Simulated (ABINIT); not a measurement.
A run of ABINIT 10.8.3 (patched build):

run.abi

```
# Pseudopotentials
pp_dirpath "./"
pseudos "Ni.GGA_PBE-JTH.xml, Si.GGA_PBE-JTH.xml"

# Structure
acell 3*1.0
rprim
     5.5610305950     0.0000000000     0.0000000000
     0.0000000000     6.1989168702     0.0000000000
     0.0000000000     0.0000000000     8.8390933389
ntypat 2
znucl 28 14
natom 4
typat 1 1 2 2
xcart
     2.7805152975     3.0994584351     3.0273504882
     0.0000000000     0.0000000000     5.8117428507
     2.7805152975     3.0994584351     7.4526210893
     0.0000000000     0.0000000000     1.3864722496
chkprim 0
chksymtnons 0
tolsym 1.0e-6

# Plane-wave basis
ecut 1115.666836 eV
pawecutdg 63.0
pawxcdev 0

# k points
kptopt 1
ngkpt 9 8 6
nshiftk 1
shiftk 0.0 0.0 0.0

# Exchange and correlation
ixc 11

# Bands and occupations
nband 27
occopt 3
tsmear 0.05 eV

# Spin
nsppol 2
spinat
     0.0000000000     0.0000000000     1.0000000000
     0.0000000000     0.0000000000     1.0000000000
     0.0000000000     0.0000000000     0.0000000000
     0.0000000000     0.0000000000     0.0000000000

# SCF cycle
nstep 100
tolvrs 1.0e-9

# Output
iomode 3
prtwf 0
prtden 0
prteig 0
prtebands 0
enunit 1
```

Potentials or basis: JTH PAW PBE v2.0.

Launch:

```console
$ mpirun --bind-to none -np 4 abinit run.abi > log 2>&1
```

Hardware: 4 MPI ranks on Arm Neoverse V1 (shared host).

**Question.** Estimate the wall time of this run.

**Answer.** It took 11 min on 4 MPI ranks on Arm Neoverse V1, on a shared host, peak memory 1.1 GiB a rank. Counts: scf iterations 43, mpi ranks 4, k points 100, bands 27, plane waves 3852.
